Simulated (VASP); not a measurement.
# MoS2 in VASP: a series of runs

The runs below take MoS2 through dielectric tensor, with PBEsol, LDA.

Program: VASP 6.6.1. These are calculated values, not measurements. Logs are shortened: lines on timing, memory, paths and dates and some standing lists are left out, and cuts for length are marked.

### 1 The structure

The cell holds a slab with vacuum, 9 atoms: a = 3.184 Å, b = 3.184 Å, c = 28.387 Å, α = 90.00°, β = 90.00°, γ = 120.00°.

### 2 Dielectric tensor, PBEsol

INCAR reads:

```
  PREC = Accurate
  ENCUT = 520
  EDIFF = 1E-8
  ISMEAR = 0
  SIGMA = 0.02
  LREAL = False
  LASPH = True
  NELM = 80
  ALGO = Fast
  ISIF = 2
  LWAVE = False
  LCHARG = False
  GGA = PS
  LEPSILON = True
  KPAR = 4
```

KPOINTS reads:

```
Automatic mesh
0
Gamma
  10 10 1
```

POSCAR reads:

```
MoS2
1.0
    3.1840155185      0.0000000000      0.0000000000
   -1.5920077592      2.7574383250      0.0000000000
    0.0000000000      0.0000000000     28.3873198000
Mo S
3 6
Direct
    0.3333333333      0.6666666667      0.2281647700
    0.3333333333      0.6666666667      0.7718352300
    0.6666666667      0.3333333333      0.0000000000
    0.6666666667      0.3333333333      0.1734930900
    0.6666666667      0.3333333333      0.7171875100
    0.3333333333      0.6666666667      0.9453341200
    0.6666666667      0.3333333333      0.2828124900
    0.6666666667      0.3333333333      0.8265069100
    0.3333333333      0.6666666667      0.0546658800
```

Potentials or basis: VASP PAW PBE potentials, release 64 (Mo_sv, S).

Command:

```console
$ cat potpaw_PBE.64/Mo_sv/POTCAR potpaw_PBE.64/S/POTCAR > POTCAR
$ mpirun -np 4 vasp_std > vasp.out
```

OUTCAR:

```text
PREC = Accurate
   ENCUT = 520
   EDIFF = 1E-8
   ISMEAR = 0
   LREAL = False
   LASPH = True
   NELM = 80
   ISIF = 2
   GGA = PS
   LEPSILON = True

 ion  position               nearest neighbor table
   1  0.333  0.667  0.228-   7 2.41   7 2.41   7 2.41   4 2.41   4 2.41   4 2.41
   2  0.333  0.667  0.772-   5 2.41   5 2.41   5 2.41   8 2.41   8 2.41   8 2.41
   3  0.667  0.333  0.000-   6 2.41   9 2.41   6 2.41   9 2.41   6 2.41   9 2.41
   4  0.667  0.333  0.173-   1 2.41   1 2.41   1 2.41
   5  0.667  0.333  0.717-   2 2.41   2 2.41   2 2.41
   6  0.333  0.667  0.945-   3 2.41   3 2.41   3 2.41
   7  0.667  0.333  0.283-   1 2.41   1 2.41   1 2.41
   8  0.667  0.333  0.827-   2 2.41   2 2.41   2 2.41
   9  0.333  0.667  0.055-   3 2.41   3 2.41   3 2.41

  LATTYP: Found a hexagonal cell.
 ALAT       =     3.1840155185
 C/A-ratio  =     8.9155720615

  Lattice vectors:

 A1 = (   3.1840155185,   0.0000000000,   0.0000000000)
 A2 = (  -1.5920077592,   2.7574383250,   0.0000000000)
 A3 = (   0.0000000000,   0.0000000000,  28.3873198000)

Analysis of symmetry for initial positions (statically):
=====================================================================
 Subroutine PRICEL returns:
 Original cell was already a primitive cell.

 Routine SETGRP: Setting up the symmetry group for a
 hexagonal supercell.

 Subroutine GETGRP returns: Found 12 space group operations
 (whereof 12 operations were pure point group operations)
 out of a pool of 24 trial point group operations.

The static configuration has the point symmetry D_3h.

Analysis of symmetry for dynamics (positions and initial velocities):
=====================================================================
 Subroutine PRICEL returns:
 Original cell was already a primitive cell.

 Routine SETGRP: Setting up the symmetry group for a
 hexagonal supercell.

 Subroutine GETGRP returns: Found 12 space group operations
 (whereof 12 operations were pure point group operations)
 out of a pool of 24 trial point group operations.

The dynamic configuration has the point symmetry D_3h.

 Subroutine INISYM returns: Found 12 space group operations
 (whereof 12 operations are pure point group operations),
 and found     1 'primitive' translations

----------------------------------------------------------------------------------------

                                     Primitive cell

  volume of cell :     249.2329

  direct lattice vectors                    reciprocal lattice vectors
     3.184015518  0.000000000  0.000000000     0.314068821  0.181327718  0.000000000
    -1.592007759  2.757438325  0.000000000     0.000000000  0.362655437  0.000000000
     0.000000000  0.000000000 28.387319800     0.000000000  0.000000000  0.035226996

  length of vectors
     3.184015518  3.184015518 28.387319800     0.362655437  0.362655437  0.035226996

  position of ions in fractional coordinates (direct lattice)
     0.333333333  0.666666667  0.228164770
     0.333333333  0.666666667  0.771835230
     0.666666667  0.333333333  0.000000000
     0.666666667  0.333333333  0.173493090
     0.666666667  0.333333333  0.717187510
     0.333333333  0.666666667  0.945334120
     0.666666667  0.333333333  0.282812490
     0.666666667  0.333333333  0.826506910
     0.333333333  0.666666667  0.054665880

  ion indices of the primitive-cell ions
   primitive index   ion index
                 1           1
                 2           2
                 3           3
                 4           4
                 5           5
                 6           6
                 7           7
                 8           8
                 9           9

----------------------------------------------------------------------------------------
[... 793 lines left out ...]
     45       5.5620      0.00000
     46       5.6450      0.00000

  FORCE on cell =-STRESS in cart. coord.  units (eV):
  Direction    XX          YY          ZZ          XY          YZ          ZX
  --------------------------------------------------------------------------------------
  -------------------------------------------------------------------------------------
  Total       -4.1992081     -4.1992081     -1.5915091     -0.0000000      0.0000000     -0.0000000
  in kB      -26.9943335    -26.9943335    -10.2309119     -0.0000000      0.0000000     -0.0000000
  external PRESSURE =     -21.4065263 kB  Pullay stress =       0.0000000 kB

 VOLUME and BASIS-vectors are now :
 -----------------------------------------------------------------------------
  energy-cutoff  :      520.00
  volume of cell :      249.23
      direct lattice vectors                 reciprocal lattice vectors
     3.184015518  0.000000000  0.000000000     0.314068821  0.181327718  0.000000000
    -1.592007759  2.757438325  0.000000000     0.000000000  0.362655437  0.000000000
     0.000000000  0.000000000 28.387319800     0.000000000  0.000000000  0.035226996

 POSITION                                       TOTAL-FORCE (eV/Angst)
 -----------------------------------------------------------------------------------
     -0.00000      1.83829      6.47699        -0.000000      0.000000      0.000951
     -0.00000      1.83829     21.91033        -0.000000      0.000000     -0.000951
      1.59201      0.91915      0.00000         0.000000     -0.000000     -0.000000
      1.59201      0.91915      4.92500        -0.000000      0.000000      0.124080
      1.59201      0.91915     20.35903         0.000000     -0.000000      0.147451
     -0.00000      1.83829     26.83550         0.000000      0.000000      0.123532
      1.59201      0.91915      8.02829         0.000000      0.000000     -0.147451
      1.59201      0.91915     23.46232        -0.000000      0.000000     -0.124080
     -0.00000      1.83829      1.55182         0.000000     -0.000000     -0.123532
 -----------------------------------------------------------------------------------
    total drift:                                0.000000     -0.000000      0.000000

  FREE ENERGIE OF THE ION-ELECTRON SYSTEM (eV)
  ---------------------------------------------------
  free  energy   TOTEN  =       -70.2735150032 eV

  energy  without entropy=      -70.2735150032  energy(sigma->0) =      -70.27351500

--------------------------------------- Ionic step        2  -------------------------------------------

------------------------ aborting loop because EDIFF is reached ----------------------------------------

 HEAD OF MICROSCOPIC STATIC DIELECTRIC TENSOR (INDEPENDENT PARTICLE, excluding Hartree and local field effects)
 ------------------------------------------------------
          10.793945     0.000000     0.000000
           0.000000    10.793945     0.000000
           0.000000     0.000000     6.118494
 ------------------------------------------------------

--------------------------------------- Ionic step        1  -------------------------------------------

 Free energy of the ion-electron system (eV)
  ---------------------------------------------------
  ---------------------------------------------------
  free energy    TOTEN  =        -6.70415016 eV

  energy without entropy =       -6.70415016

------------------------ aborting loop because EDIFF is reached ----------------------------------------

[... ionic steps 2 to 2 ...]

--------------------------------------- Ionic step        3  -------------------------------------------

 Free energy of the ion-electron system (eV)
  ---------------------------------------------------
  ---------------------------------------------------
  free energy    TOTEN  =        -0.86842791 eV

  energy without entropy =       -0.86842791

------------------------ aborting loop because EDIFF is reached ----------------------------------------

 PIEZOELECTRIC TENSOR FIELD DIRECTION 3  (e Angst)
 -----------------------------------------------------------------------------
     0.00038  0.00000  0.00000           (  0.00001  0.00000  0.00000)
    -0.00000  0.00038  0.00000           (  0.00000  0.00001  0.00000)
     0.00000 -0.00000 -0.00067           (  0.00000  0.00000 -0.00003)

 PIEZOELECTRIC TENSOR FIELD DIRECTION 3  (C/m^2)
 -----------------------------------------------------------------------------
     0.00002  0.00000  0.00000
    -0.00000  0.00002  0.00000
     0.00000 -0.00000 -0.00004

 MACROSCOPIC STATIC DIELECTRIC TENSOR (including local field effects in DFT)
 ------------------------------------------------------
          10.192812     0.000000    -0.000000
           0.000000    10.192812     0.000000
           0.000000     0.000000     2.205774
 ------------------------------------------------------

 PIEZOELECTRIC TENSOR (including local field effects)  for field in x, y, z        (e  Angst)
          XX          YY          ZZ          XY          YZ          ZX
  --------------------------------------------------------------------------------
  x     0.00000    -0.00000     0.00000     1.74363     0.00000     0.00000
  y     1.74363    -1.74363    -0.00000    -0.00000     0.00000     0.00000
  z     0.00000     0.00000     0.00000     0.00000     0.00000     0.00000

 PIEZOELECTRIC TENSOR (including local field effects)  for field in x, y, z        (C/m^2)
          XX          YY          ZZ          XY          YZ          ZX
  --------------------------------------------------------------------------------
  x     0.00000    -0.00000     0.00000     0.11209     0.00000     0.00000
  y     0.11209    -0.11209    -0.00000    -0.00000     0.00000     0.00000
  z     0.00000     0.00000     0.00000     0.00000     0.00000     0.00000

 BORN EFFECTIVE CHARGES (including local field effects) (in |e|, cummulative output)
 ---------------------------------------------------------------------------------
 ion    1
    1    -1.03439    -0.00000    -0.00000
    2    -0.00000    -1.03439     0.00000
    3     0.00000     0.00000    -0.82647
 ion    2
    1    -1.03439    -0.00000     0.00000
    2    -0.00000    -1.03439    -0.00000
    3    -0.00000     0.00000    -0.82647
 ion    3
    1    -1.03394    -0.00000     0.00000
    2    -0.00000    -1.03394     0.00000
    3    -0.00000     0.00000    -0.01877
 ion    4
    1     0.51439     0.00000    -0.00000
    2     0.00000     0.51439     0.00000
    3    -0.00000     0.00000    -0.02692
 ion    5
[... 4 lines left out ...]
    1     0.51682     0.00000    -0.00000
    2     0.00000     0.51682     0.00000
    3     0.00000     0.00000     0.28786
 ion    7
    1     0.52015     0.00000     0.00000
    2     0.00000     0.52015    -0.00000
    3    -0.00000     0.00000     0.57492
 ion    8
    1     0.51439     0.00000     0.00000
    2     0.00000     0.51439    -0.00000
    3     0.00000     0.00000    -0.02692
 ion    9
    1     0.51682     0.00000     0.00000
    2     0.00000     0.51682    -0.00000
    3     0.00000     0.00000     0.28786
```

Wall time 27 min (4 MPI ranks of Intel Xeon 6975P-C (Granite Rapids), shared host); peak memory 1.3 GiB.

Results:

| Quantity | Value |
| --- | --- |
| Band gap on the k mesh | 1.31 eV, indirect (least direct gap 1.89 eV) |
| Electronic dielectric tensor (diagonal) | 10.19, 10.19, 2.21 |
| Born charges (mean of the diagonal) | Mo -0.97, -0.70; S +0.33, +0.54, +0.44 e |

Electronic dielectric tensor:
```
10.19  0.00  0.00
 0.00 10.19  0.00
 0.00  0.00  2.21
```

Born effective charge tensors (e):
atom 1, Mo
```
-1.03  0.00  0.00
 0.00 -1.03  0.00
 0.00  0.00 -0.83
```
atom 2, Mo
```
-1.03  0.00  0.00
 0.00 -1.03  0.00
 0.00  0.00 -0.83
```
atom 3, Mo
```
-1.03  0.00  0.00
 0.00 -1.03  0.00
 0.00  0.00 -0.02
```
atom 4, S
```
 0.51  0.00  0.00
 0.00  0.51  0.00
 0.00  0.00 -0.03
```
atom 5, S
```
0.52 0.00 0.00
0.00 0.52 0.00
0.00 0.00 0.57
```
atom 6, S
```
0.52 0.00 0.00
0.00 0.52 0.00
0.00 0.00 0.29
```
atom 7, S
```
0.52 0.00 0.00
0.00 0.52 0.00
0.00 0.00 0.57
```
atom 8, S
```
 0.51  0.00  0.00
 0.00  0.51  0.00
 0.00  0.00 -0.03
```
atom 9, S
```
0.52 0.00 0.00
0.00 0.52 0.00
0.00 0.00 0.29
```

Caveat: the PAW data sets were made with another functional, which shifts forces and pressure a little. As with any semilocal functional, this PBEsol gap is likely too small.

### 3 Dielectric tensor, LDA

INCAR, as its differences from that of step 2:

```diff
@@ -12,3 +12,2 @@
   LCHARG = False
-  GGA = PS
   LEPSILON = True
```

KPOINTS is that of step 2.

POSCAR is that of step 2.

Potentials or basis: VASP PAW LDA potentials, release 64 (Mo_sv, S).

Command:

```console
$ cat potpaw_LDA.64/Mo_sv/POTCAR potpaw_LDA.64/S/POTCAR > POTCAR
$ mpirun -np 4 vasp_std > vasp.out
```

OUTCAR:

```text
PREC = Accurate
   ENCUT = 520
   EDIFF = 1E-8
   ISMEAR = 0
   LREAL = False
   LASPH = True
   NELM = 80
   ISIF = 2
   LEPSILON = True

 ion  position               nearest neighbor table
   1  0.333  0.667  0.228-   7 2.41   7 2.41   7 2.41   4 2.41   4 2.41   4 2.41
   2  0.333  0.667  0.772-   5 2.41   5 2.41   5 2.41   8 2.41   8 2.41   8 2.41
   3  0.667  0.333  0.000-   6 2.41   9 2.41   6 2.41   9 2.41   6 2.41   9 2.41
   4  0.667  0.333  0.173-   1 2.41   1 2.41   1 2.41
   5  0.667  0.333  0.717-   2 2.41   2 2.41   2 2.41
   6  0.333  0.667  0.945-   3 2.41   3 2.41   3 2.41
   7  0.667  0.333  0.283-   1 2.41   1 2.41   1 2.41
   8  0.667  0.333  0.827-   2 2.41   2 2.41   2 2.41
   9  0.333  0.667  0.055-   3 2.41   3 2.41   3 2.41

  LATTYP: Found a hexagonal cell.
 ALAT       =     3.1840155185
 C/A-ratio  =     8.9155720615

  Lattice vectors:

 A1 = (   3.1840155185,   0.0000000000,   0.0000000000)
 A2 = (  -1.5920077592,   2.7574383250,   0.0000000000)
 A3 = (   0.0000000000,   0.0000000000,  28.3873198000)

Analysis of symmetry for initial positions (statically):
[... 960 lines left out ...]

 PIEZOELECTRIC TENSOR (including local field effects)  for field in x, y, z        (C/m^2)
          XX          YY          ZZ          XY          YZ          ZX
  --------------------------------------------------------------------------------
  x     0.00000    -0.00000     0.00000     0.11388     0.00000     0.00000
  y     0.11388    -0.11388    -0.00000    -0.00000     0.00000     0.00000
  z     0.00000     0.00000     0.00000     0.00000     0.00000    -0.00000

 BORN EFFECTIVE CHARGES (including local field effects) (in |e|, cummulative output)
 ---------------------------------------------------------------------------------
 ion    1
    1    -1.04662    -0.00000    -0.00000
    2    -0.00000    -1.04662     0.00000
    3     0.00000     0.00000    -1.22362
 ion    2
    1    -1.04662    -0.00000     0.00000
    2    -0.00000    -1.04662    -0.00000
    3     0.00000     0.00000    -1.22362
 ion    3
    1    -1.04666    -0.00000     0.00000
    2    -0.00000    -1.04666    -0.00000
    3     0.00000     0.00000     0.10061
 ion    4
    1     0.52103     0.00000     0.00000
    2     0.00000     0.52103     0.00000
    3     0.00000    -0.00000     0.07490
 ion    5
[... 4 lines left out ...]
    1     0.52321     0.00000    -0.00000
    2     0.00000     0.52321     0.00000
    3     0.00000     0.00000     0.39502
 ion    7
    1     0.52571     0.00000     0.00000
    2     0.00000     0.52571    -0.00000
    3    -0.00000    -0.00000     0.70339
 ion    8
    1     0.52103     0.00000     0.00000
    2     0.00000     0.52103    -0.00000
    3    -0.00000     0.00000     0.07490
 ion    9
    1     0.52321     0.00000     0.00000
    2     0.00000     0.52321    -0.00000
    3     0.00000    -0.00000     0.39502
```

stdout:

```text
POSCAR found type information on POSCAR MoS
 POSCAR found :  2 types and       9 ions
 scaLAPACK will be used
 LDA part: xc-table for (Slater(with rela. corr.)+CA(PZ))
 , standard interpolation
 POSCAR, INCAR and KPOINTS ok, starting setup
 FFT: planning ... GRIDC
 FFT: planning ... GRID_SOFT
 FFT: planning ... GRID
 WAVECAR not read
 entering main loop
 Linear response reoptimize wavefunctions to high precision
 Linear response G [H, r] |phi>, progress :
  Direction:   1
 Linear response G [H, r] |phi>, progress :
  Direction:   2
 Linear response G [H, r] |phi>, progress :
  Direction:   3
 Linear response to external field (no local field effect), progress :
  Direction:   1
 dielectric tensor                  component  1 :    10.878    -1.041     0.000
 Linear response to external field (no local field effect), progress :
  Direction:   2
 dielectric tensor                  component  2 :    -1.025    10.936    -0.000
 Linear response to external field (no local field effect), progress :
  Direction:   3
 dielectric tensor                  component  3 :     0.000    -0.000     6.200
 Linear response to external field, progress :
  Direction:   1
 dielectric tensor                  component  1 :    10.241    -0.001     0.000
 Linear response to external field, progress :
  Direction:   2
 dielectric tensor                  component  2 :    -0.153    10.241    -0.000
 Linear response to external field, progress :
  Direction:   3
 dielectric tensor                  component  3 :    -0.000    -0.000     2.218
 Born effective charges drift removed
```

Wall time 16 min (4 MPI ranks of Intel Xeon 6975P-C (Granite Rapids), shared host); peak memory 1.2 GiB.

What came out:

```
Band gap on the k mesh                  : 1.29 eV, indirect (least direct gap 1.88 eV)
Electronic dielectric tensor (diagonal) : 10.24, 10.24, 2.22
Born charges (mean of the diagonal)     : Mo -1.11, -0.66; S +0.37, +0.58, +0.48 e
```

Levels at points of the mesh, in eV from the valence-band top:
```tsv
k point	band 37	band 38	band 39	band 40	band 41	band 42
(0.00, 0.00, 0.00)	-0.68	-0.28	0.00	2.29	2.29	2.30
(0.50, 0.00, 0.00)	-1.12	-1.09	-1.08	1.75	1.76	1.77
```

Electronic dielectric tensor:
```
10.24  0.00  0.00
 0.00 10.24  0.00
 0.00  0.00  2.22
```

Born effective charge tensors (e):
atom 1, Mo
```
-1.05  0.00  0.00
 0.00 -1.05  0.00
 0.00  0.00 -1.22
```
atom 2, Mo
```
-1.05  0.00  0.00
 0.00 -1.05  0.00
 0.00  0.00 -1.22
```
atom 3, Mo
```
-1.05  0.00  0.00
 0.00 -1.05  0.00
 0.00  0.00  0.10
```
atom 4, S
```
0.52 0.00 0.00
0.00 0.52 0.00
0.00 0.00 0.07
```
atom 5, S
```
0.53 0.00 0.00
0.00 0.53 0.00
0.00 0.00 0.70
```
atom 6, S
```
0.52 0.00 0.00
0.00 0.52 0.00
0.00 0.00 0.40
```
atom 7, S
```
0.53 0.00 0.00
0.00 0.53 0.00
0.00 0.00 0.70
```
atom 8, S
```
0.52 0.00 0.00
0.00 0.52 0.00
0.00 0.00 0.07
```
atom 9, S
```
0.52 0.00 0.00
0.00 0.52 0.00
0.00 0.00 0.40
```
